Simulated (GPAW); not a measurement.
```cif
data_pbse
_symmetry_space_group_name_H-M 'Fm-3m'
_symmetry_Int_Tables_number 225
_cell_length_a 6.1213
_cell_length_b 6.1213
_cell_length_c 6.1213
_cell_angle_alpha 90.000
_cell_angle_beta 90.000
_cell_angle_gamma 90.000
_cell_volume 229.37
loop_
_atom_site_label
_atom_site_type_symbol
_atom_site_symmetry_multiplicity
_atom_site_Wyckoff_symbol
_atom_site_fract_x
_atom_site_fract_y
_atom_site_fract_z
_atom_site_occupancy
Pb1 Pb 4 a 0.00000 0.00000 0.00000 1
Se1 Se 4 b 0.50000 0.00000 0.00000 1
_calc_subject 'PbSe (Clausthalite): one start, several treatments of the self-energy'
_calc_method 'DFT, PBE, plane waves, PAW (and 1 further level or step)'
_calc_program 'GPAW 26.7.0'
_calc_settings_of_one_run 'cutoff 450 eV, GPAW PAW setups 1.2.1 data release, 4×4×4 k-mesh, nbands 140'
_calc_cost '4 runs, 2.4 min in all on 4 MPI ranks of Intel Xeon Platinum 8375C at 2.90GHz (Ice Lake), shared host (the runs of this entry)'
_calc_notes 'The cell and positions come from the Crystallography Open Database and are kept as given unless a step says otherwise. Limits: no spin-orbit coupling. Bands and cutoff are finite, so the gap is not at the basis limit. The miss can reach some tenths of an eV and take either sign; the mesh is an error of its own. The 4×4×4 mesh is coarse for this cell, which bears on the long-range parts of exchange and screening. With atoms this heavy and so narrow a gap, spin-orbit coupling can invert the bands. These scalar-relativistic gaps are then model values, not to be set against experiment, and a spin-orbit change taken from DFT can’t simply be added.'
_calc_g0w0_godby_needs_plasmon_pole '0.255 eV'
_calc_g0w0_full_frequency_hilbert_transform '0.309 eV'
_calc_g0w0_multipole '0.289 eV'
_calc_known_limits 'not at the basis limit; model gap, bands may invert with spin-orbit coupling; no spin-orbit coupling; coarse k mesh'
```

[Paths, hosts, dates, memory and timing lines, banners, echoed tables and standing remarks are left out of the program output.]

[Logs are printed without paths, hosts, clocks, repeated set-up lines and the standing remarks that a program may print on its own settings, such as how far it seeks lower states.]

[Runs of the session that timed out or met a known fault of the program may be left out.]

[Hosts, paths, dates, database ids (printed as entryN), source tags and the programs' standing remarks are cut or masked in the printed files.]
